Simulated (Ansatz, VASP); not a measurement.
# CoO: VASP beside Ansatz

INCAR

```
SYSTEM = CoO
  PREC = Accurate
  ENCUT = 520
  EDIFF = 1E-6
  ISMEAR = -1
  SIGMA = 0.05
  LREAL = .False.
  LASPH = .True.
  NELM = 100
  ALGO = Normal
  ISIF = 2
  LWAVE = .False.
  LCHARG = .False.
  ISPIN = 2
  MAGMOM = 2 0
  LORBIT = 11
  LMAXMIX = 4
  GGA = PE
  IBRION = 2
  NSW = 60
  EDIFFG = -0.01
```

File KPOINTS:

```
regular mesh
0
Gamma
  7 7 7
  0 0 0
```

POSCAR

```
CoO
1.0
    2.5962315731      0.0000000000      0.0000000000
    0.0000000000      2.5705263100      0.0000000000
    0.0000000000      0.0000000000      2.5705263100
Co O
1 1
Direct
    0.0000000000      0.0000000000      0.0000000000
    0.5000000000      0.5000000000      0.5000000000
```

input.yaml

```yaml
crystal:
  lattice:
    - [2.5962315731, 0.0, 0.0]
    - [0.0, 2.57052631, 0.0]
    - [0.0, 0.0, 2.57052631]
  atoms:
    - { symbol: Co, position: [0.0, 0.0, 0.0], spin: 2.0 }
    - { symbol: O, position: [0.5, 0.5, 0.5] }
hamiltonian:
  xc: pbe
  pseudopotentials: { kind: paw }
magnetization:
  spin_polarized: true
kpoints:
  mp_grid: { grid: [7, 7, 7] }
scf:
  occupations: { method: fermi_dirac, width: 0.05 }
output:
  forces: true
  stress: true
  eigenvalues: true
  write_density: true
  write_potential: true
  elf: true
  volumetric_format: npy
relax:
  f_tol: 0.01
  max_steps: 40
```

Change from the starting cell: strain = 0.01.

Alike in both runs: task relaxation of the atoms; functional PBE; k mesh 7 × 7 × 7; occupations fermi-dirac, width 0.05 eV; collinear spin, ferromagnetic start.

|  | VASP | Ansatz |
| --- | --- | --- |
| version | VASP 6.6.1 | Ansatz 0.2.0 |
| potentials or method | VASP PAW PBE potentials, release 64 (Co, O) | Ansatz PAW |
| plane-wave cutoff (eV) | 520 | 420 |
| valence electrons in the cell | 15 | 23 |

|  | VASP | Ansatz | Ansatz less VASP |
| --- | --- | --- | --- |
| gap on the k mesh at the Fermi level, each at its own relaxed structure (eV) | none | none | - |
| net moment per atom (μB) | 1.50 | 1.50 | 0.000 |
| size of the moment on the site where the two differ most (μB) | 0.45 | 0.47 | +0.023 |

Site moments also hang on the region over which each program counts them. A gap of «none» marks a metal or a gap that the smearing closes. The two sets of potentials don't hold the same shells in valence.

Caveats: the relaxation stopped at its first step, so nothing moved; a cell with one magnetic atom can't hold antiferromagnetic order, which such compounds often take; semilocal functionals often make such compounds metallic where correlation or magnetic order opens a gap, which also shifts bond lengths.
